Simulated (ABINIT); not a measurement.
# MgO (Fm-3m) in ABINIT: further runs, part 2 of 2

ABINIT 10.8.3 (patched build). The steps go on from the part before.

## Step 4: Band structure, TB-mBJ

run.abi reads:

```
# Datasets: ground state, then fixed potential
ndtset 2

# Pseudopotentials
pp_dirpath "./"
pseudos "Mg.GGA_PBE-JTH.xml, O.GGA_PBE-JTH.xml"

# Structure
acell 5.6041865537 5.6041865537 5.6041865537
rprim
     0.0000000000     0.7071067812     0.7071067812
     0.7071067812     0.0000000000     0.7071067812
     0.7071067812     0.7071067812     0.0000000000
ntypat 2
znucl 12 8
natom 2
typat 1 2
xred
     0.0000000000     0.0000000000     0.0000000000
     0.5000000000     0.5000000000     0.5000000000

# Plane-wave basis
ecut 28.0
pawecutdg 50.0

# Exchange and correlation
ixc -208012
usekden 1
pawxcdev 0

# Bands and occupations
occopt 3
tsmear 0.00183747

# SCF cycle
nstep 100
diemix 0.3
optforces 0
optstress 0

# Output
iomode 3
prtwf 0
prteig 0
prtebands 0
enunit 1
prtden1 1
prtkden1 1
prtvha1 1
prtvclmb1 1
prtpot1 1

# Dataset 1
kptopt1 1
ngkpt1 11 11 11
nshiftk1 1
shiftk1 0.0 0.0 0.0
nband1 12
tolvrs1 1.0e-7

# Dataset 2: bands along G-X-W-K-G-L-U-W-L-K
iscf2 -2
getden2 1
getkden2 1
nband2 18
nbdbuf2 4
tolwfr2 1.0e-11
kptopt2 -9
ndivsm2 5
prteig2 1
kptbounds2
     0.0000000000     0.0000000000     0.0000000000
     0.5000000000     0.0000000000     0.5000000000
     0.5000000000     0.2500000000     0.7500000000
     0.3750000000     0.3750000000     0.7500000000
     0.0000000000     0.0000000000     0.0000000000
     0.5000000000     0.5000000000     0.5000000000
     0.6250000000     0.2500000000     0.6250000000
     0.5000000000     0.2500000000     0.7500000000
     0.5000000000     0.5000000000     0.5000000000
     0.3750000000     0.3750000000     0.7500000000
```

Potentials or basis: JTH PAW PBE v2.0.

Started as:

```bash
$ abinit run.abi > log 2>&1
```

run.abo:

```text
.Version 10.8.3 of ABINIT
 DATASET    1 : space group Fm -3 m (#225); Bravais cF (face-center cubic)
================================================================================
 Values of the parameters that define the memory need for DATASET  1.
     intxc =       0    ionmov =       0      iscf =       7    lmnmax =       8
     lnmax =       4     mgfft =      30  mpssoang =       2    mqgrid =    3001
     natom =       2  nloc_mem =       2    nspden =       1   nspinor =       1
    nsppol =       1      nsym =      48    n1xccc =       1    ntypat =       2
    occopt =       3   xclevel =       2
       mpw =         903          nfft =       27000          nkpt =          56
 PAW method is used; the additional fine FFT grid is defined by:
   mgfftf=        36    nfftf =     46656
================================================================================
================================================================================

 DATASET    2 : space group Fm -3 m (#225); Bravais cF (face-center cubic)
================================================================================
 Values of the parameters that define the memory need for DATASET  2.
     intxc =       0    ionmov =       0      iscf =      -2    lmnmax =       8
     lnmax =       4     mgfft =      30  mpssoang =       2    mqgrid =    3001
     natom =       2  nloc_mem =       2    nspden =       1   nspinor =       1
    nsppol =       1      nsym =      48    n1xccc =       1    ntypat =       2
    occopt =       3   xclevel =       2
       mpw =         903          nfft =       27000          nkpt =          87
 PAW method is used; the additional fine FFT grid is defined by:
   mgfftf=        36    nfftf =     46656
[... 1007 lines left out ...]
  35.37781   36.38221
 kpt#   5, nband= 18, wtk=  1.00000, kpt=  0.1429  0.0000  0.1429 (reduced coord)
[... 317 lines left out ...]
  18.63706   21.09660   22.23991   26.69035   28.53992   32.74970   36.55486   38.20783
  38.26884   40.82948
 kpt#  85, nband= 18, wtk=  1.00000, kpt=  0.4028  0.4028  0.6944 (reduced coord)
 -69.13129  -33.03440  -33.01686  -32.99622  -10.90064    3.19698    4.04805    5.34908
  18.92488   21.05326   21.81711   27.03066   28.03354   33.06902   37.03679   38.09250
  38.30460   41.77393
 kpt#  86, nband= 18, wtk=  1.00000, kpt=  0.3889  0.3889  0.7222 (reduced coord)
 -69.13109  -33.03069  -33.02125  -32.99777  -10.87979    3.32146    3.89128    5.29176
  19.02326   21.08843   21.48819   27.31184   27.71269   33.54949   37.00299   37.85125
  38.53931   42.96588
 kpt#  87, nband= 18, wtk=  1.00000, kpt=  0.3750  0.3750  0.7500 (reduced coord)
 -69.13097  -33.03059  -33.02122  -32.99908  -10.86999    3.27379    3.96279    5.24599
  18.97696   20.93321   21.44875   27.51764   27.59122   34.18013   36.72664   37.55885
  38.80031   43.80323

== END DATASET(S) ==============================================================
================================================================================

 -outvars: echo values of variables after computation  --------
            acell      5.6041865537E+00  5.6041865537E+00  5.6041865537E+00 Bohr
           etotal1    -6.7379611777E+01
            fcart1     9.9999999999E+99  9.9999999999E+99  9.9999999999E+99
                       9.9999999999E+99  9.9999999999E+99  9.9999999999E+99
            rprim      0.0000000000E+00  7.0710678120E-01  7.0710678120E-01
                       7.0710678120E-01  0.0000000000E+00  7.0710678120E-01
                       7.0710678120E-01  7.0710678120E-01  0.0000000000E+00
           strten1     9.9999999999E+99  9.9999999999E+99  9.9999999999E+99
                       9.9999999999E+99  9.9999999999E+99  9.9999999999E+99
           xangst      0.0000000000E+00  0.0000000000E+00  0.0000000000E+00
                       2.0970013913E+00  2.0970013913E+00  2.0970013913E+00
             xred      0.0000000000E+00  0.0000000000E+00  0.0000000000E+00
                       5.0000000000E-01  5.0000000000E-01  5.0000000000E-01
 Calculation completed.
```

Wall time 4.8 min (1 thread of Arm Neoverse V2, shared host); peak memory 0.13 GiB.

Results:

- Band gap on the k mesh: 7.09 eV, direct
- Band gap along the path: 7.09 eV, direct
- Valence electrons inside the program's atomic spheres: Mg 8.23; O 4.74

Levels at the corners of the path, in eV from the valence-band top:
```csv
point,band 5,band 6,band 7,band 8,band 9,band 10,band 11,band 12
Γ,-18.34,0.00,0.00,0.00,7.09,18.49,18.49,18.49
X,-17.14,-3.51,-1.19,-1.19,11.86,12.88,15.85,22.39
W,-17.09,-2.51,-2.51,-1.50,14.26,14.26,15.16,18.32
K,-17.12,-2.98,-2.29,-1.00,12.73,14.68,15.20,21.27
Γ,-18.34,0.00,0.00,0.00,7.09,18.49,18.49,18.49
L,-17.31,-3.94,-0.57,-0.57,10.37,15.43,18.95,18.95
U,-17.12,-2.98,-2.29,-1.00,12.73,14.68,15.20,21.27
W,-17.09,-2.51,-2.51,-1.50,14.26,14.26,15.16,18.32
L,-17.31,-3.94,-0.57,-0.57,10.37,15.43,18.95,18.95
K,-17.12,-2.98,-2.29,-1.00,12.73,14.68,15.20,21.27
```

Caveat: the constant c of TB-mBJ comes from the pseudo density here, which moves gaps by up to 0.3 eV between sets of potentials; the PAW data sets were made with another functional, which shifts forces and pressure a little.

## Step 5: Summary

| level | gap on the mesh (eV) | pressure (GPa) |
| --- | --- | --- |
| PW91 | 4.90 | 5.9 |
| WC | 4.79 | 2.2 |
| TB-mBJ | 7.09 | - |

Alike in all rows: task band structure; potentials or basis JTH PAW PBE v2.0; no spin polarisation; cell as given; k mesh 11 × 11 × 11; cutoff (eV) 762; smearing fermi-dirac 0.05 eV.

On the cell as given the gap runs from 4.79 eV (WC) to 7.09 eV (TB-mBJ).

Caveats: the PAW data sets were made with another functional, which shifts forces and pressure a little; the constant c of TB-mBJ comes from the pseudo density here, which moves gaps by up to 0.3 eV between sets of potentials (some runs).

Absolute energies hang on the potentials; compare differences alone.

## Step 6: How close it comes

Step 2. Measured gap of MgO: 7.83 eV (quoted in “Electronic structure of alkaline earth and post-transition metal oxides”, 2009, arxiv:0908.1581). This calculation gives 4.90 eV (-2.93 eV). The value is that of PW91, without temperature or zero-point motion. Semilocal functionals fall short of measured gaps as a rule. The cell is a database's relaxed one, not the measured one, which moves gaps too.

Step 3. Measured gap of MgO: 7.83 eV (quoted in “Electronic structure of alkaline earth and post-transition metal oxides”, 2009, arxiv:0908.1581). This calculation gives 4.79 eV (-3.04 eV). The value is that of WC, without temperature or zero-point motion. Semilocal functionals fall short of measured gaps as a rule. The cell is a database's relaxed one, not the measured one, which moves gaps too.

Step 4. Measured gap of MgO: 7.83 eV (quoted in “Electronic structure of alkaline earth and post-transition metal oxides”, 2009, arxiv:0908.1581). This calculation gives 7.09 eV (-0.74 eV). The value is that of TB-mBJ, without temperature or zero-point motion. The cell is a database's relaxed one, not the measured one, which moves gaps too.
